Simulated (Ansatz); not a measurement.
## LiF: the change of pressure with volume per atom

Results calculated with Ansatz 0.2.0, not measured. Periodic Kohn-Sham DFT of a crystal at fixed atoms; pressure and stress are positive in compression; the energy is the free energy less that of spherical unpolarised free atoms; site moments are those in the method's own spheres, positive along +z.

Cell of the first row (space group Fm-3m, No. 225):
```
cell vectors (Å)
   0.0000     1.9729     1.9729
   1.9729     0.0000     1.9729
   1.9729     1.9729     0.0000
atoms (fractions of the cell vectors)
Li  0.00000  0.00000  0.00000
F   0.50000  0.50000  0.50000
```

Settings of every row: method frozen-core PAW; functional LDA; relativity scalar; k mesh 10x10x10; filling fermi-dirac; smearing width 0.03 eV; wave cutoff 420 eV; paw set soft_2.

Atom start moment: 0 on all atoms.

Limits: PAW files made with PBE.

| row | volume per atom (Å³) | pressure (GPa) |
| --- | --- | --- |
| 1 | 7.679 | -2.307 |
| 2 | 7.761 | -3.104 |
| 3 | 7.842 | -3.853 |
| 4 | 8.006 | -5.23 |
| 5 | 8.087 | ? |
| 6 | 8.169 | -6.459 |
| 7 | 8.251 | -7.024 |
| 8 | 8.333 | -7.557 |
| 9 | 8.496 | -8.535 |
| 10 | 8.578 | -8.982 |
| 11 | 8.659 | -9.405 |

Question: what pressure should row 5 give?

Worked fit of pressure. Take u = (V_r/V)^(2/3) − 1 with V_r = 8.21 Å³ an atom, which is twice the finite (Eulerian) strain; such expansions in the strain, on which the Birch-Murnaghan equation of state is built, carry the rest volume and the bulk modulus. The shown rows have u = 0.04558, 0.03821, 0.03104, 0.01692, 0.00334, -0.00332, -0.00986, -0.02257, -0.02881, -0.03487. Least squares give pressure = −6.7448 + 84.92 × u + 258.79 × u² + 309 × u³ GPa; a parabola predicts inner rows, each left out in turn, worse (root mean square 0.0043 against 0.0025 GPa). The rows lie off it by 0.000, 0.001, -0.003, 0.002, -0.001, 0.000, 0.000, -0.002, 0.002, -0.001. The withheld row has u = 0.01011, so the fit gives −6.7448 + 84.92 × (0.01011) + 258.79 × (0.01011)² + 309 × (0.01011)³ = -5.859 GPa.

The calculation gave -5.862 GPa. The fit lies 0.003 GPa (0.042 % of the column's range) above it; its largest miss of a shown row is 0.003 GPa.
